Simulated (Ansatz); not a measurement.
Runs of Ansatz 0.2.0 on La. Symmetry: P6_3/mmc, No. 194, hexagonal system. The conventional cell has a = 3.770 Å, b = 3.770 Å, c = 12.159 Å, α = 90.00°, β = 90.00°, γ = 120.00°. La (site symmetry -6m2) has 12 La at 3.74 to 3.77 Å as nearest neighbours. Around La (site symmetry -3m) lie 12 La at 3.74 to 3.77 Å. 

| level | cutoff (eV) | gap on the mesh (eV) | pressure (GPa) | relaxed volume (Å³/atom) |
| --- | --- | --- | --- | --- |
| r2SCAN | 500 | none | 0.0 | (b) |
| LDA | 420 | none | 0.0 | (a) |
| RPBE | 420 | none | 0.0 | 39.06 |
| PBEsol | 420 | none | 0.0 | 33.98 |
| BLYP | 420 | none | 0.0 | 39.88 |

Alike in all rows: task relaxation of cell and atoms; potentials or basis Ansatz PAW; no spin polarisation; cell relaxed; k mesh 8 × 8 × 3; smearing fermi-dirac 0.05 eV.

Estimate the missing entries.

(a) 32.26; (b) 37.21.

Caveats: the plane-wave basis is chosen anew once the cell has moved, so the energies of steps on either side of that aren't comparable; the PAW data sets come from PBE, with cores solved anew for the run's functional, which leaves a small shift of forces and pressure; the magnetic or orbital state may not be the lowest (some runs).

A k mesh can miss the band edges, and the runs leave out spin-orbit coupling on La.

A gap of «none» marks a metal or a gap under the smearing width.

Runs at the PBE level aren't shown here.
